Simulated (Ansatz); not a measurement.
# What isotropic strain −1.46 % does to Li3N

The parent structure is Li3N (space group P6/mmm, No. 191; a = 3.6098 Å, c = 3.8558 Å).

Perturbation: every lattice vector is shortened by 1.46 %, atoms relaxed at fixed cell.

Calculations: r2SCAN in Ansatz (plane waves to 500 eV, PAW, no SOC). k-mesh 11×11×9 (Γ-centred); smearing 0.05 eV (Fermi–Dirac).

- Volume per atom = 10.41 Å³ (base 10.88 Å³)
- Space group = P6/mmm (No. 191) (base P6/mmm (No. 191))
- Shortest interatomic distance = 1.900 Å (base 1.928 Å)
- Energy relative to the base (free energy F) = +3.8 meV/atom
- Pressure (mean of the normal stresses, compression positive) = 2.70 GPa (base 0.00 GPa)
- Band gap = 1.57 eV (base 1.48 eV)
- Gap character = indirect, A → L (base indirect, A → Γ)
- Smallest direct gap = 1.83 eV (base 1.69 eV)

Final structure:

```
Li3N
1.0
    3.55707     0.00000     0.00000
   -1.77853     3.08051     0.00000
    0.00000     0.00000     3.79949
Li N
3 1
Cartesian
  0.00000   0.00000   1.89974
  0.00000   2.05367   0.00000
  1.77853   1.02684   0.00000
  0.00000   0.00000   0.00000
```

Whether these cells are dynamically stable was not tested.

Ansatz is a first-principles code.
